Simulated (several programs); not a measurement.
# What each method gives for SiO2 (anatase)

SiO2 (anatase), relaxed with r2SCAN in Ansatz, was computed with several methods. It is tetragonal, I4_1/amd (No. 141); conventional cell a = 3.490 Å, c = 8.406 Å, 8.53 Å³ an atom. Si is surrounded by 6 O at 1.76–1.78 Å; O is surrounded by 3 Si at 1.76–1.78 Å. Values at 0 K without nuclear motion; spin polarisation is off, and the phase may be a hypothetical one.

```
Si O
1.0
    -1.74489    1.74489    4.20308
     1.74489   -1.74489    4.20308
     1.74489    1.74489   -4.20308
Si O
2 4
Direct
  0.75000 0.25000 0.50000
  0.00000 0.00000 0.00000
  0.54095 0.04095 0.50000
  0.79095 0.79095 0.00000
  0.20905 0.20905 0.00000
  0.95905 0.45905 0.50000
```

Gaps and times are for a single point on this cell; volume and bulk modulus come from each method's own relaxation or energy curve at fixed shape, which is too stiff where a cell has free coordinates or axes. Times are rough, from shared hosts (AMD EPYC 7571; AMD EPYC 7R13 Processor; NVIDIA H100 80GB HBM3), and each method has its own mesh and cell size. A double dagger marks a value from a curve with shape and coordinates held. A star marks a curve whose lowest point is an end point. PM6 (MOPAC), PM7 (MOPAC), GFN1-xTB (tblite), GFN2-xTB (tblite) treat a cluster of cells at its zone centre, which samples few k points: where these miss a band edge, the gap comes out too large for that reason alone. Gaps from k meshes are read at a limited set of points (mesh, symmetry points, PBE's band edges), so each method's own least gap may be somewhat smaller. Force fields have no electrons; where one was fitted to this phase, its volume and modulus reflect the fit. xTB and the PM methods were fitted mostly to molecules, and can miss a solid's gap by electronvolts. Minimal bases can be far off for gaps. Times of the plane-wave ladder aren't listed, since it ran on unlike processors and cards. GLLB-SC's gap includes the derivative discontinuity. d marks a direct gap, i an indirect one (no mark: not told apart), a dash a value that wasn't computed or didn't pass its checks.

| method | kind | gap (eV) | own volume (Å³/atom) | bulk modulus (GPa) | atoms computed | processor time |
| --- | --- | --- | --- | --- | --- | --- |
| PBEsol | semilocal | – | 8.63 | – | 6 | – |
| SiO.1997.vashishta (LAMMPS) | force field | – | – | – | 6 | 0.27 s |
| SiO.tersoff (LAMMPS) | force field | – | – | – | 6 | 0.3 s |
| light PBE (260 eV and a coarse mesh) | light plane-wave | 6.11 i | – | – | 6 | 2.7 s |
| LDA | semilocal | 6.24 i | 8.41 | – | 6 | – |
| GFN1-xTB (tblite) | tight binding | 7.41 | 9.43*‡ | 242*‡ | cluster | 17 s |
| PBE | semilocal | 6.30 i | 8.83 | 268‡ | 6 | – |
| HSE06 | hybrid | 8.37 i | – | – | 6 | – |
| PM7 (MOPAC) | semi-empirical | 7.31 | 8.73‡ | 427‡ | cluster | 37 s |
| GFN2-xTB (tblite) | tight binding | 7.96 | – | – | cluster | 45 s |
| r2SCAN | semilocal | 7.20 i | 8.53 | 302‡ | 6 | – |
| PM6 (MOPAC) | semi-empirical | 7.44 | – | – | cluster | 57 s |
| r2SCAN0 | hybrid | 9.74 i | – | – | 6 | – |
| PBE0 | hybrid | 9.14 i | – | – | 6 | – |
| PBE/SZV (CP2K) | small basis | 5.62 i | – | – | 6 | 91 s |
| GLLB-SC (GPAW) | model potential | 9.44 | – | – | 6 | 110 s |
| DDH-PBE0 | hybrid | 9.83 i | – | – | 6 | – |
| PBE/DZVP (CP2K) | small basis | 6.28 i | 8.81‡ | 263‡ | 6 | 3.5 min |

Against HSE06 (8.37 eV) and with closed or daggered gaps left aside, the nearest gap at the points sampled is that of GFN2-xTB (tblite) (-0.41 eV) and the farthest that of PBE/SZV (CP2K) (-2.75 eV). HSE06 is only a yardstick of convenience: for gaps this wide it usually falls short of measured ones, so a larger value can be the better one.

Volumes against r2SCAN's: PBEsol +1.2 %, LDA -1.4 %, PBE +3.5 %.

Runs without a result: SiO.1997.vashishta (LAMMPS) (relaxation), SiO.tersoff (LAMMPS) (relaxation), non-self-consistent DFTB (CP2K) (single point).
